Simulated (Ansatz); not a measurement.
Ionic part of the dielectric constant of CaF$_{2}$ at -3 GPa, mode by mode

The calculation used DFT PBEsol, scalar-relativistic, plane waves, PAW in Ansatz 0.2.0. Cutoff 420 eV, 8×8×8 k-points (Γ-centred), fixed occupations. No spin polarisation. Phonons by linear response, acoustic sum rule imposed.

Symmetry: Fm-3m, No. 225, cubic system. The conventional cell has a = 5.489 Å, b = 5.489 Å, c = 5.489 Å, α = 90.00°, β = 90.00°, γ = 90.00°. Ca (site symmetry m-3m) is surrounded by 8 F at 2.38 Å. F (site symmetry -43m) has 4 Ca at 2.38 Å as nearest neighbours.

The primitive cell has V = 41.34 Å³ and ε∞,xx = 2.299. Each polar mode adds Δε = (4.92064×10⁷/V)·S/ν² along x, with S its oscillator strength in e²/amu, ν in cm⁻¹ and V in Å³.

Question: From these modes, find each Δε and ε0,xx.
| ν (cm⁻¹) | S_xx (e²/amu) |
| --- | --- |
| 223.3 | 0.2875 |

Answer:
```tsv
ν (cm⁻¹)	Δε
223.3	6.86
```

The sum is 6.864, so ε0,xx = 9.16; the run's tensor has 9.16.

Question: Where do the longitudinal modes lie for a wave vector along x?

Answer: At 446 cm⁻¹. The Lyddane–Sachs–Teller product Π(ν_LO/ν_TO)² = 3.98 matches ε0/ε∞ = 3.98.

Cost: 1 run of about 0.85 core-minutes, on Intel Xeon Processor @ 2.50GHz (Skylake/Cascade Lake) (shared hosts).

The static response of CaF₂ in this stretched state is mainly ionic: the single polar mode adds 6.86, against an electronic part of only 2.299. In this mode the Ca and F sublattices move against each other, and cubic symmetry makes the response isotropic. The electronic part is small because the filled F 2p shell is tightly bound and the gap is wide. The lattice part is large because highly ionic sublattices carry large dynamical charges and the transverse restoring force is modest. For the longitudinal mode, the macroscopic field adds a restoring force; electronic screening reduces it by a factor of about 2.3, but it remains strong enough to give the wide splitting between 223.3 and 446 cm⁻¹.

The static constant of 9.16 is well above the known ambient value, and the transverse mode is correspondingly soft. Tension probably accounts for much of this, since longer Ca–F contacts weaken the short-range repulsion that opposes the polar displacement; the semilocal functional may add to it by overestimating the electronic polarisability. A single pressure can't separate the two contributions.
